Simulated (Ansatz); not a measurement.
# Guessed and relaxed cells of BP

A trial structure of BP was built thus: 4-connected net, two elements alternating (I4cm, No. 108). Its size is a rough estimate.

start.cif

```cif
data_structure
_symmetry_space_group_name_H-M 'I4cm'
_symmetry_Int_Tables_number 108
_cell_length_a 6.1128
_cell_length_b 6.1128
_cell_length_c 5.0438
_cell_angle_alpha 90.000
_cell_angle_beta 90.000
_cell_angle_gamma 90.000
_cell_volume 188.47
loop_
_atom_site_label
_atom_site_type_symbol
_atom_site_symmetry_multiplicity
_atom_site_Wyckoff_symbol
_atom_site_fract_x
_atom_site_fract_y
_atom_site_fract_z
_atom_site_occupancy
B1 B 8 c 0.85178 0.35178 0.18681 1
P1 P 8 c 0.14822 0.35178 0.31319 1
```

These are results of Ansatz, DFT PBE, scalar-relativistic, plane waves, PAW, not measurements. Cutoff 420 eV, Gaussian smearing, Γ-centred meshes. Cell and atoms relax first on a coarse mesh and then on a converged one. In between, the cell is made exact in the group found at 0.06 Å. The steps can't lower the symmetry of their start. No spin polarisation.

end.cif

```cif
data_structure
_symmetry_space_group_name_H-M 'I4cm'
_symmetry_Int_Tables_number 108
_cell_length_a 6.3067
_cell_length_b 6.3067
_cell_length_c 5.3244
_cell_angle_alpha 90.000
_cell_angle_beta 90.000
_cell_angle_gamma 90.000
_cell_volume 211.78
loop_
_atom_site_label
_atom_site_type_symbol
_atom_site_symmetry_multiplicity
_atom_site_Wyckoff_symbol
_atom_site_fract_x
_atom_site_fract_y
_atom_site_fract_z
_atom_site_occupancy
B1 B 8 c 0.85281 0.35281 0.18606 1
P1 P 8 c 0.14925 0.35075 0.31394 1
```

The symmetry stays I4cm (No. 108). The volume per atom grows by 12.4 %, from 11.8 to 13.2 Å³. The shortest distance goes from 1.87 Å (B–P) to 1.94 Å (B–P). The energy falls by about 0.09 eV/atom (the start's value is from the coarse mesh).

```yaml
Volume_per_atom: 13.24 Å³
Density: 2.62 g/cm³
Formation_energy: −0.238 eV/atom
Gap_on_the_8×8×8_mesh_of_the_8-atom_cell: 1.24 eV
```

Energies over the elements count from the elements' standard structures at the same level, with no fitted energy shifts. The references include black phosphorus. A negative formation energy is needed for stability but isn't enough: competing phases decide.

The last run used Gaussian smearing of 0.02 eV. The reference form of P is held partly by dispersion forces, which this level lacks. A structure relaxed within its symmetry needn't be a true minimum. In all, the 3 runs took 100 s on 1 thread of Arm Neoverse V1 (shared host).
